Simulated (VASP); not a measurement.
# SiC (P6_3mc) in VASP: notebook

One crystal, SiC, is run at these levels: LDA; tasks: relaxation of cell and atoms.

All numbers are computed with VASP 6.6.1; they aren't measurements. Logs are shortened: lines on timing, memory, paths and dates and some standing lists are left out, and cuts for length are marked.

## Step 1: The structure

Symmetry: P6_3mc, No. 186, hexagonal system. Conventional cell: a = 3.076 Å, b = 3.076 Å, c = 5.048 Å, α = 90.00°, β = 90.00°, γ = 120.00°. Si (site symmetry 3m) is surrounded by 4 C at 1.87 to 1.94 Å. Around C (site symmetry 3m) lie 4 Si at 1.87 to 1.94 Å.

## Step 2: Relaxation of cell and atoms, LDA

Input file INCAR:

```
SYSTEM = SiC
PREC = Accurate ; ENCUT = 520
EDIFF = 1E-7 ; ISMEAR = 0
SIGMA = 0.02 ; LREAL = .False.
LASPH = .True. ; NELM = 100
ALGO = Normal ; ISIF = 3
LWAVE = .False. ; LCHARG = .False.
IBRION = 2 ; NSW = 80
EDIFFG = -0.002
```

Input file KPOINTS:

```
Automatic mesh
0
Gamma
  12 12 6
  0 0 0
```

Input file POSCAR:

```
SiC
1.0
    3.0760000000      0.0000000000      0.0000000000
   -1.5380000000      2.6638941400      0.0000000000
    0.0000000000      0.0000000000      5.0480000000
Si C
2 2
Direct
    0.3333333300      0.6666666700      0.0000000000
    0.6666666700      0.3333333300      0.5000000000
    0.3333333300      0.6666666700      0.3850000000
    0.6666666700      0.3333333300      0.8850000000
```

Potentials or basis: VASP PAW LDA potentials, release 64 (Si, C).

Run with:

```
> cat potpaw_LDA.64/Si/POTCAR potpaw_LDA.64/C/POTCAR > POTCAR
> mpirun -np 1 vasp_std > vasp.out
```

OUTCAR:

```text
SYSTEM = SiC
   PREC = Accurate
   ENCUT = 520
   EDIFF = 1E-7
   ISMEAR = 0
   LREAL = .False.
   LASPH = .True.
   NELM = 100
   ISIF = 3
   IBRION = 2
   NSW = 80
   EDIFFG = -0.002

 ion  position               nearest neighbor table
   1  0.333  0.667  0.000-   4 1.87   4 1.87   4 1.87   3 1.94   2 3.09   2 3.09   2 3.09   2 3.09
                             2 3.09   2 3.09
   2  0.667  0.333  0.500-   3 1.87   3 1.87   3 1.87   4 1.94   1 3.09   1 3.09   1 3.09   1 3.09
                             1 3.09   1 3.09
   3  0.333  0.667  0.385-   2 1.87   2 1.87   2 1.87   1 1.94
   4  0.667  0.333  0.885-   1 1.87   1 1.87   1 1.87   2 1.94

  LATTYP: Found a hexagonal cell.
 ALAT       =     3.0760000000
 C/A-ratio  =     1.6410923277

  Lattice vectors:

 A1 = (   3.0760000000,   0.0000000000,   0.0000000000)
 A2 = (  -1.5380000000,   2.6638941400,   0.0000000000)
 A3 = (   0.0000000000,   0.0000000000,   5.0480000000)

Analysis of symmetry for initial positions (statically):
=====================================================================
 Subroutine PRICEL returns:
 Original cell was already a primitive cell.

 Routine SETGRP: Setting up the symmetry group for a
 hexagonal supercell.

 Subroutine GETGRP returns: Found 12 space group operations
 (whereof  6 operations were pure point group operations)
 out of a pool of 24 trial point group operations.

The static configuration has the point symmetry C_3v.
 The point group associated with its full space group is C_6v.

Analysis of symmetry for dynamics (positions and initial velocities):
=====================================================================
 Subroutine PRICEL returns:
 Original cell was already a primitive cell.

 Routine SETGRP: Setting up the symmetry group for a
 hexagonal supercell.

 Subroutine GETGRP returns: Found 12 space group operations
 (whereof  6 operations were pure point group operations)
 out of a pool of 24 trial point group operations.

The dynamic configuration has the point symmetry C_3v.
 The point group associated with its full space group is C_6v.

 Subroutine INISYM returns: Found 12 space group operations
 (whereof  6 operations are pure point group operations),
 and found     1 'primitive' translations

----------------------------------------------------------------------------------------

                                     Primitive cell

  volume of cell :      41.3640

  direct lattice vectors                    reciprocal lattice vectors
     3.076000000  0.000000000  0.000000000     0.325097529  0.187695146  0.000000000
    -1.538000000  2.663894140  0.000000000     0.000000000  0.375390292  0.000000000
     0.000000000  0.000000000  5.048000000     0.000000000  0.000000000  0.198098257

  length of vectors
     3.076000000  3.075999998  5.048000000     0.375390292  0.375390292  0.198098257

  position of ions in fractional coordinates (direct lattice)
     0.333333330  0.666666670  0.000000000
     0.666666670  0.333333330  0.500000000
     0.333333330  0.666666670  0.385000000
     0.666666670  0.333333330  0.885000000

  ion indices of the primitive-cell ions
   primitive index   ion index
                 1           1
                 2           2
                 3           3
                 4           4

----------------------------------------------------------------------------------------

 KPOINTS: Automatic mesh

Automatic generation of k-mesh.
 Grid dimensions read from file:
 generate k-points for:   12   12    6

 Generating k-lattice:

  Cartesian coordinates                     Fractional coordinates (reciprocal lattice)
     0.027091461  0.015641262  0.000000000     0.083333333  0.000000000  0.000000000
     0.000000000  0.031282524  0.000000000     0.000000000  0.083333333  0.000000000
     0.000000000  0.000000000  0.033016376     0.000000000  0.000000000  0.166666667

  Length of vectors
     0.031282524  0.031282524  0.033016376

  Shift w.r.t. Gamma in fractional coordinates (k-lattice)
     0.000000000  0.000000000  0.000000000

 Subroutine IBZKPT returns following result:
 ===========================================

 Found     76 irreducible k-points:

 Following reciprocal coordinates:
            Coordinates               Weight
  0.000000  0.000000  0.000000      1.000000
  0.083333 -0.000000  0.000000      6.000000
  0.166667 -0.000000  0.000000      6.000000
  0.250000  0.000000  0.000000      6.000000
  0.333333  0.000000  0.000000      6.000000
  0.416667 -0.000000  0.000000      6.000000
[... 16 lines left out ...]
  0.250000  0.000000  0.166667     12.000000
  0.333333  0.000000  0.166667     12.000000
 [... further k-points ...]
   k-points           NKPTS =     76   k-points in BZ     NKDIM =     76   number of bands    NBANDS=     12
   number of dos      NEDOS =    301   number of ions     NIONS =      4
   total plane-waves  NPLWV =  23040
   dimension x,y,z NGX =    24 NGY =   24 NGZ =   40
   dimension x,y,z NGXF=    48 NGYF=   48 NGZF=   80
   ions per type =               2   2
   NGX,Y,Z   is equivalent  to a cutoff of  12.97, 12.97, 13.17 a.u.
   NGXF,Y,Z  is equivalent  to a cutoff of  25.94, 25.94, 26.35 a.u.
 SYSTEM =  SiC
   PREC   = accura    normal or accurate (medium, high low for compatibility)
   ISTART =      0    job   : 0-new  1-cont  2-samecut
   ICHARG =      2    charge: 1-file 2-atom 10-const
   ISPIN  =      1    spin polarized calculation?
   LNONCOLLINEAR =      F non collinear calculations
   LSORBIT =      F    spin-orbit coupling
   LASPH  =      T    aspherical Exc in radial PAW
   ENCUT  =  520.0 eV  38.22 Ry    6.18 a.u.   5.72  5.72  9.39*2*pi/ulx,y,z
   NELM   =    100;   NELMIN=  2; NELMDL= -5     # of ELM steps
   EDIFF  = 0.1E-06   stopping-criterion for ELM
   LREAL  =      F    real-space projection
   EDIFFG = -.2E-02   stopping-criterion for IOM
   NSW    =     80    number of steps for IOM
   IBRION =      2    ionic relax: 0-MD 1-quasi-New 2-CG
   NFREE  =      1    steps in history (QN), initial steepest desc. (CG)
   ISIF   =      3    stress and relaxation
   ISYM   =      2    0-nonsym 1-usesym 2-fastsym
   POTIM  = 0.5000    time-step for ionic-motion
   TEBEG  =    0.0;   TEEND  =   0.0 temperature during run
   PSTRESS=    0.0 pullay stress
   NELECT =      16.0000    total number of electrons
   NUPDOWN=      -1.0000    fix difference up-down
   EMIN   =  10.00;   EMAX   =-10.00  energy-range for DOS
   EFERMI =   0.00;   METHOD = LEGACY
   ISMEAR =     0;   SIGMA  =   0.02  broadening in eV -4-tet -1-fermi 0-gaus
   EFERMI_NEDOS =   21; number of points for ismear=-14 and -15
   IALGO  =     38    algorithm
   IMIX   =      4    mixing-type and parameters
     AMIX     =   0.40;   BMIX     =  1.00
     AMIX_MAG =   1.60;   BMIX_MAG =  1.00
  volume/ion in A,a.u.               =      10.34        69.78
  Fermi-wavevector in a.u.,A,eV,Ry     =   1.192817  2.254098 19.358549  1.422813
  Thomas-Fermi vector in A             =   2.328847
   LORBIT       =      0    0 simple, 1 ext, 2 COOP (PROOUT), +10 PAW based schemes
   GGA     = CA    functional components
   LHFCALC =     F    Hartree Fock is set to
   AEXX    =    0.0000 exact exchange contribution
   IVDW    =     0    specifies the selected vdW correction
   LEPSILON=     F    determine dielectric tensor
   LRPA    =     F    only Hartree local field effects (RPA)
 conjugate gradient relaxation of ions
 non-spin polarized calculation
 Gauss-broadening in eV      SIGMA  =   0.02
  energy-cutoff  :      520.00
  volume of cell :       41.36
 maximum number of plane-waves:      1132
 NGX is ok and might be reduce to    24
   NGX = 11   NGY = 11   NGZ = 19

--------------------------------------- Ionic step        1  -------------------------------------------

 number of electron      16.0000000 magnetization

 Free energy of the ion-electron system (eV)
  ---------------------------------------------------
  ext. energy  EPLUGINS =         0.00000000
  ---------------------------------------------------
  free energy    TOTEN  =       -33.23250770 eV

  energy without entropy =      -33.23250770  energy(sigma->0) =      -33.23250770

------------------------ aborting loop because EDIFF is reached ----------------------------------------

  FORCE on cell =-STRESS in cart. coord.  units (eV):
  Direction    XX          YY          ZZ          XY          YZ          ZX
  --------------------------------------------------------------------------------------
  -------------------------------------------------------------------------------------
  Total       -0.5580505     -0.5580505     -1.6580620      0.0000000      0.0000000     -0.0000000
  in kB      -21.6153071    -21.6153071    -64.2227208      0.0000000      0.0000000     -0.0000000
  external PRESSURE =     -35.8177783 kB  Pullay stress =       0.0000000 kB
[... 251 lines left out ...]
  energy  without entropy=      -33.2763674653  energy(sigma->0) =      -33.27636747

--------------------------------------- Ionic step        8  -------------------------------------------

 number of electron      15.9999998 magnetization

 Free energy of the ion-electron system (eV)
  ---------------------------------------------------
  ext. energy  EPLUGINS =         0.00000000
  ---------------------------------------------------
  free energy    TOTEN  =       -33.27638189 eV

  energy without entropy =      -33.27638189  energy(sigma->0) =      -33.27638189

 E-fermi :   8.5419     XC(G=0): -11.6253

 val. band max:        8.4139652706   @ k =   0.0000   0.0000   0.0000
 cond. band min:      10.5325485868   @ k =   0.3333   0.3333   0.0000
 fundamental gap:      2.1185833163
 Fermi energy:         8.5418782261

 k-point     1 :       0.0000    0.0000    0.0000
  band No.  band energies     occupation
      1      -7.2050      2.00000
      2      -3.5224      2.00000
      3      -0.4040      2.00000
      4       7.0900      2.00000
      5       7.0900      2.00000
      6       8.2987      2.00000
      7       8.4140      2.00000
      8       8.4140      2.00000
      9      13.3249      0.00000
     10      14.8170      0.00000
     11      15.0712      0.00000
     12      15.0712      0.00000
[... 331 lines left out ...]
 k-point    24 :       0.3333    0.0000    0.1667
  band No.  band energies     occupation
      1      -5.1882      2.00000
      2      -2.5401      2.00000
      3       1.0470      2.00000
      4       2.6840      2.00000
      5       3.6389      2.00000
      6       5.5310      2.00000
      7       6.7875      2.00000
      8       7.3028      2.00000
      9      11.7502      0.00000
     10      12.8578      0.00000
     11      15.2595      0.00000
     12      16.2391      0.00000

 [... further k-points ...]

------------------------ aborting loop because EDIFF is reached ----------------------------------------

  FORCE on cell =-STRESS in cart. coord.  units (eV):
  Direction    XX          YY          ZZ          XY          YZ          ZX
  --------------------------------------------------------------------------------------
  -------------------------------------------------------------------------------------
  Total       -0.0002036     -0.0002036     -0.0002612      0.0000000      0.0000000     -0.0000000
  in kB       -0.0080267     -0.0080267     -0.0102933      0.0000000      0.0000000     -0.0000000
  external PRESSURE =      -0.0087822 kB  Pullay stress =       0.0000000 kB
[... 19 lines left out ...]
  FREE ENERGIE OF THE ION-ELECTRON SYSTEM (eV)
  ---------------------------------------------------
  free  energy   TOTEN  =       -33.2763818931 eV

  energy  without entropy=      -33.2763818931  energy(sigma->0) =      -33.27638189

 reached required accuracy - stopping structural energy minimisation
```

Run time: 2.3 min. Hardware: 1 thread of AMD EPYC 7R13 (Zen 3), shared host; peak memory 0.13 GiB.

What came out:

```yaml
Free_energy: -33.2764 eV
Relaxed_volume: 10.16 Å³/atom
Relaxed_cell: a = 3.058 Å, b = 3.058 Å, c = 5.019 Å, α = 90.00°, β = 90.00°, γ = 120.00°
Space_group_after_relaxing_to_0.05_Å: P6_3mc (No. 186)
Energy_gained_by_relaxing: 11.0 meV/atom
Ionic_steps: 8
Pressure_after_relaxing: 0.0 GPa
Band_gap_on_the_k_mesh: 2.12 eV, indirect (least direct gap 3.91 eV)
```

Step by step:
| step | energy change (eV) | largest force (eV/Å) | pressure (GPa) | volume (Å³) |
| --- | --- | --- | --- | --- |
| 1 | 0.0000 | 0.7345 | -3.58 | 41.36 |
| 2 | -0.0076 | 0.6649 | 4.05 | 39.99 |
| 3 | -0.0412 | 0.0765 | 0.19 | 40.61 |
| 4 | -0.0412 | 0.0608 | 0.27 | 40.60 |
| 5 | -0.0438 | 0.0132 | 0.17 | 40.62 |
| 6 | -0.0439 | 0.0025 | 0.19 | 40.62 |
| 7 | -0.0439 | 0.0019 | -0.16 | 40.68 |
| 8 | -0.0439 | 0.0001 | 0.00 | 40.65 |

Final structure:
```cif
data_structure
_symmetry_space_group_name_H-M 'P 1'
_symmetry_Int_Tables_number 1
_cell_length_a 3.0581
_cell_length_b 3.0581
_cell_length_c 5.0191
_cell_angle_alpha 90.000
_cell_angle_beta 90.000
_cell_angle_gamma 120.000
_cell_volume 40.65
loop_
_atom_site_label
_atom_site_type_symbol
_atom_site_fract_x
_atom_site_fract_y
_atom_site_fract_z
_atom_site_occupancy
Si1 Si 0.33333 0.66667 0.00460 1
Si2 Si 0.66667 0.33333 0.50460 1
C1 C 0.33333 0.66667 0.38040 1
C2 C 0.66667 0.33333 0.88040 1
```

Levels at points of the mesh, in eV from the valence-band top:
| k point | band 4 | band 5 | band 6 | band 7 | band 8 | band 9 | band 10 | band 11 | band 12 |
| --- | --- | --- | --- | --- | --- | --- | --- | --- | --- |
| (0.00, 0.00, 0.00) | -1.32 | -1.32 | -0.12 | 0.00 | 0.00 | 4.91 | 6.40 | 6.66 | 6.66 |
| (0.50, 0.00, 0.00) | -6.32 | -5.51 | -3.37 | -3.36 | -1.20 | 2.71 | 4.16 | 6.94 | 7.10 |
| (0.00, 0.00, 0.50) | -4.45 | -0.72 | -0.72 | -0.72 | -0.72 | 5.98 | 5.98 | 7.34 | 7.34 |
| (0.50, 0.00, 0.50) | -8.36 | -2.47 | -2.47 | -2.35 | -2.35 | 3.25 | 3.25 | 5.23 | 5.23 |

A k mesh can miss the band edges. LDA usually gives volumes a few per cent too small.

## Step 3: Relaxation of cell and atoms, LDA

This run uses another cell than the first one, of 10.16 Å³/atom, 0.983 times its volume.

INCAR is that of step 2.

KPOINTS is that of step 2.

Input file POSCAR:

```
SiC                                     
1.0
    3.0580885547      0.0000000000     -0.0000000000
   -1.5290442774      2.6483823734      0.0000000000
   -0.0000000000      0.0000000000      5.0190790486
  Si              C             
     2     2
Direct
     0.3333333300000021    0.6666666699999979    0.0046001904944051
     0.6666666699999979    0.3333333300000021    0.5046001904944050
     0.3333333300000021    0.6666666699999979    0.3803998095055929
     0.6666666699999979    0.3333333300000021    0.8803998095055930
```

Potentials or basis: VASP PAW LDA potentials, release 64 (Si, C).

Run with:

```
> cat potpaw_LDA.64/Si/POTCAR potpaw_LDA.64/C/POTCAR > POTCAR
> mpirun -np 1 vasp_std > vasp.out
```

Wall time 31 s (1 thread of AMD EPYC 7R13 (Zen 3), shared host); peak memory 0.13 GiB.

The run converged. Its results:

```yaml
Free_energy: -33.2760 eV
Pressure_after_relaxing: 0.0 GPa
Band_gap_on_the_k_mesh: 2.12 eV, indirect (least direct gap 3.91 eV)
```

Final structure:
```
CELL_PARAMETERS angstrom
3.05809 0.00000 0.00000
-1.52904 2.64838 0.00000
0.00000 0.00000 5.01908
ATOMIC_POSITIONS crystal
Si 0.33333 0.66667 0.00460
Si 0.66667 0.33333 0.50460
C 0.33333 0.66667 0.38040
C 0.66667 0.33333 0.88040
```

Levels at points of the mesh, in eV from the valence-band top:
```tsv
k point	band 5	band 6	band 7	band 8	band 9	band 10	band 11	band 12
(0.00, 0.00, 0.00)	-1.32	-0.12	0.00	0.00	4.91	6.40	6.66	6.66
(0.50, 0.00, 0.00)	-5.51	-3.37	-3.36	-1.20	2.71	4.16	6.94	7.10
(0.00, 0.00, 0.50)	-0.72	-0.72	-0.72	-0.72	5.98	5.98	7.34	7.34
(0.50, 0.00, 0.50)	-2.47	-2.47	-2.35	-2.35	3.25	3.25	5.23	5.23
```

Caveat: the relaxation stopped at its first step, so nothing moved. A k mesh can miss the band edges.
